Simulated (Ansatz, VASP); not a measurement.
# Two plane-wave programs on WS2

Contents of INCAR:

```
ALGO     = Fast           # electronic algorithm
EDIFF    = 1E-6           # SCF threshold, eV
ENCUT    = 520            # plane-wave cutoff, eV
GGA      = PE             # functional
ISIF     = 2              # what is computed and relaxed
ISMEAR   = 0              # smearing method
IVDW     = 12             # dispersion correction
LASPH    = True           # aspherical terms in the spheres
LCHARG   = False          # write CHGCAR
LREAL    = False          # projectors in reciprocal space
LWAVE    = False          # write WAVECAR
NBANDS   = 20             # bands
NELM     = 100            # most SCF steps
PREC     = Accurate       # precision mode
SIGMA    = 0.05           # smearing width, eV
```

Contents of KPOINTS:

```
k-points
0
Gamma
  12 12 2
```

The input POSCAR:

```
WS2
1.0
    3.2631042640      0.0000000000      0.0000000000
   -1.6315521320      2.8259311879      0.0000000000
    0.0000000000      0.0000000000     16.9505778900
W S
1 2
Direct
    0.3333333333      0.6666666667      0.0000000000
    0.6666666667      0.3333333333      0.9079994900
    0.6666666667      0.3333333333      0.0920005100
```

Input for Ansatz:

```yaml
crystal:
  lattice:
    - [3.263104264, 0.0, 0.0]
    - [-1.631552132, 2.8259311879, 0.0]
    - [0.0, 0.0, 16.95057789]
  atoms:
    - { symbol: W, position: [0.3333333333, 0.6666666667, 0.0] }
    - { symbol: S, position: [0.6666666667, 0.3333333333, 0.90799949] }
    - { symbol: S, position: [0.6666666667, 0.3333333333, 0.09200051] }
basis:
  ecutwfc: 420
kpoints:
  mp_grid: { grid: [12, 12, 2] }
hamiltonian:
  xc: pbe
  dispersion: d3bj
scf:
  occupations: { method: gaussian, width: 0.05 }
output:
  forces: true
  stress: true
  eigenvalues: true
```

Change from the starting cell: strain +0.025 along x and y, +0.000 along z, atoms carried along.

Alike in both runs: task single point; functional PBE; dispersion D3(BJ); k mesh 12 × 12 × 2; occupations gaussian, width 0.05 eV; no spin polarisation.

|  | VASP | Ansatz |
| --- | --- | --- |
| version | VASP 6.6.1 | Ansatz 0.2.0 |
| potentials or method | VASP PAW PBE potentials, release 64 (W_sv, S) | scalar-relativistic, plane waves, PAW |
| plane-wave cutoff (eV) | 520 | 420 |
| valence electrons in the cell | 26 | 26 |

```tsv
	VASP	Ansatz	Ansatz less VASP
gap on the k mesh at the Fermi level (eV)	1.37	1.36	-0.012
least direct gap on the mesh (eV)	1.55	1.55	-0.003
rms of the force components (eV/Å)	0.167	0.168	+0.0013
```

Atom by atom the forces differ by 0.001 eV/Å (rms over components). The functional is the same, so the differences come from potentials, cutoffs and numerics.

Caveats: spin-orbit coupling is left out, which moves the levels of the heavy elements.
